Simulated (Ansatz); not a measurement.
BaF2 (Frankdicksonite) with and without relativity

```
Ba F
1.0
     0.00000    3.12301    3.12301
     3.12301    0.00000    3.12301
     3.12301    3.12301    0.00000
Ba F
1 2
Direct
  0.00000 0.00000 0.00000
  0.25000 0.25000 0.25000
  0.75000 0.75000 0.75000
```

The cell comes from a relaxation on PAW files under the same functional, begun from a database entry that needn't be the ground state.

All-electron LAPW in Ansatz 0.2.0 under PBE, with a Γ-centred 7×7×7 k mesh, Fermi–Dirac smearing of 0.02 eV, no spin polarisation. The basis error target is 0.5 meV/atom. The same cell is solved at each level of relativity (Schrödinger's equation, the scalar-relativistic one, Dirac's), and each level may then relax the cell.

The elements are taken as Ba bcc, F F2 gas, each relaxed on PAW files under the same functional and computed by the same method as the compound; zero-point and thermal terms are left out. Formation energies keep the scalar-relativistic cells of compound and elements, so at the other levels neither side is at rest.

| level | P at the cell (GPa) | gap (eV) | ΔE(formation) at the fixed cells (eV/atom) | relaxed V (Å³/atom) |
| --- | --- | --- | --- | --- |
| scalar-relativistic | 0.01 | 6.72 | -3.890 | 20.31 |
| non-relativistic | ? | ? | -3.916 | 20.50 |
| with spin–orbit coupling | 0.01 | 6.71 | -3.890 | – |

Problem. What belongs in the row "non-relativistic", column "gap (eV)"?

Solution. 7.06.

Problem. Give the missing entry: row "non-relativistic", column "P at the cell (GPa)".

Solution. 0.52.

Problem. Does scalar relativity shrink or swell this crystal?

Solution. It shrinks it by 1.0 % in volume against the non-relativistic cell.
